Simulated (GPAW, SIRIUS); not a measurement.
Given: the input of a run of GPAW 26.7.0 (ASE script) on HfO2. Measurements of this composition are mostly on another form, of space group No. 14.

The input run.py:

```python
from ase import Atoms
from ase.dft.bandgap import bandgap
from ase.io import write
from ase.units import GPa
from gpaw import GPAW, PW, setup_paths

setup_paths.insert(0, '.')

atoms = Atoms(['Hf', 'O', 'O'],
              cell=[[0.0, 2.5575, 2.5575],
                    [2.5575, 0.0, 2.5575],
                    [2.5575, 2.5575, 0.0]],
              scaled_positions=[[0.0, 0.0, 0.0],
                                [0.75, 0.75, 0.75],
                                [0.25, 0.25, 0.25]],
              pbc=True)

calc = GPAW(mode=PW(800),
            xc='PBEsol',
            kpts={'size': (9, 9, 9), 'gamma': True},
            occupations={'name': 'fermi-dirac', 'width': 0.05},
            nbands=24,
            convergence={'density': 1e-05, 'energy': 1e-05},
            maxiter=150,
            txt='gpaw.txt')
atoms.calc = calc
energy = atoms.get_potential_energy()
forces = atoms.get_forces()
stress = atoms.get_stress()
calc.write('gs.gpw')
write('result.traj', atoms)
print(f'Energy: {energy:.6f} eV')
print('Forces (eV/A):')
print(forces.round(4))
print('Stress (GPa):', (stress / GPa).round(3))
print('Fermi level:', round(calc.get_fermi_level(), 4), 'eV')
print(f'Gap: {bandgap(calc)[0]:.4f} eV, direct: {bandgap(calc, direct=True)[0]:.4f} eV')
```

Potentials or basis: PAW data sets generated in the run's folder for this functional, pw.

Run with:

```sh
$ gpaw-setup -f PBEsol Hf O
$ OMP_NUM_THREADS=1 python run.py
```

Task: What does the same run look like in SIRIUS 7.12.0? Potentials or basis there: PseudoDojo 0.4.1 PBEsol standard (scalar relativistic), cutoff 1152 eV.

Result: As run (cutoffs and basis follow the program's own potentials, and thresholds, step limits or extra output files can differ):

Contents of sirius.json:

```json
{
  "control": {
    "processing_unit": "cpu",
    "verbosity": 2,
    "num_bands_to_print": 20,
    "print_forces": true,
    "print_stress": true
  },
  "parameters": {
    "electronic_structure_method": "pseudopotential",
    "xc_functionals": ["XC_GGA_X_PBE_SOL", "XC_GGA_C_PBE_SOL"],
    "gk_cutoff": 9.2,
    "pw_cutoff": 18.4,
    "ngridk": [9, 9, 9],
    "shiftk": [0, 0, 0],
    "smearing": "fermi_dirac",
    "smearing_width": 0.0018374661,
    "num_bands": 20,
    "num_mag_dims": 0,
    "num_dft_iter": 100,
    "energy_tol": 1e-08,
    "density_tol": 1e-06
  },
  "iterative_solver": {
    "type": "davidson",
    "min_tolerance": 1e-10
  },
  "mixer": {
    "type": "anderson",
    "beta": 0.7,
    "max_history": 8
  },
  "settings": {
    "tol_ne": 1e-10,
    "pseudo_grid_cutoff": 6.5
  },
  "unit_cell": {
    "lattice_vectors": [
      [0.0, 0.707106781187, 0.707106781187],
      [0.707106781187, 0.0, 0.707106781187],
      [0.707106781187, 0.707106781187, 0.0]
    ],
    "lattice_vectors_scale": 6.8348581746,
    "atom_coordinate_units": "lattice",
    "atom_types": ["Hf", "O"],
    "atom_files": {
      "O": "O.json",
      "Hf": "Hf.json"
    },
    "atoms": {
      "Hf": [
        [0.0, 0.0, 0.0]
      ],
      "O": [
        [0.75, 0.75, 0.75],
        [0.25, 0.25, 0.25]
      ]
    }
  }
}
```

Potentials or basis: PseudoDojo 0.4.1 PBEsol standard (scalar relativistic).

Command:

```sh
$ upf_to_json O.upf
$ upf_to_json Hf.upf
$ OMP_NUM_THREADS=1 sirius.scf --input=sirius.json --output=out.json --task=0
```

Both were run:

|  | GPAW | SIRIUS |
| --- | --- | --- |
| Pressure | -10.3 GPa | -13.2 GPa |

The two runs disagree by more than potentials and bases usually give (in gap, levels, pressure or energy); the cause wasn't traced.

The cell lies far from this level's equilibrium.

Pressure is positive in compression.
